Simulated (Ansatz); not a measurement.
**PtSe2 (Sudovikovite) in Ansatz: the effect of functional**

PtSe2 (Sudovikovite):

```
Pt Se
1.0
     3.64798    0.00000    0.00000
    -1.82399    3.15924    0.00000
     0.00000    0.00000    4.95866
Pt Se
1 2
Direct
  0.00000 0.00000 0.00000
  0.66667 0.33333 0.75000
  0.33333 0.66667 0.25000
```

The cell isn't the ideal one: volume scaled by 0.94.

Alike in all runs:

- Program: Ansatz 0.2.0
- Task: single point
- Potentials or basis: Ansatz PAW
- k mesh: 8 × 8 × 5
- Occupations: fermi-dirac, width 0.05 eV
- Spin: no spin polarisation

```tsv
functional	cutoff	pressure (GPa)	largest force (eV/Å)
LDA	420 eV (not typed: the program's choice for these potentials)	9.1	1.05
r2SCAN	500 eV (not typed: the program's choice for these potentials)	?	?
PBE	420 eV (not typed: the program's choice for these potentials)	17.7	1.47
```

Question: What does the run with functional r2SCAN give?

Answer: Pressure 15.3 GPa; largest force 1.24 eV/Å.

Caveats: forces of over 1 eV/Å show positions far from the minimum, so gaps and moduli don't describe the material at rest; the PAW data sets come from PBE, with cores solved anew for the run's functional, which leaves a small shift of forces and pressure (some runs).
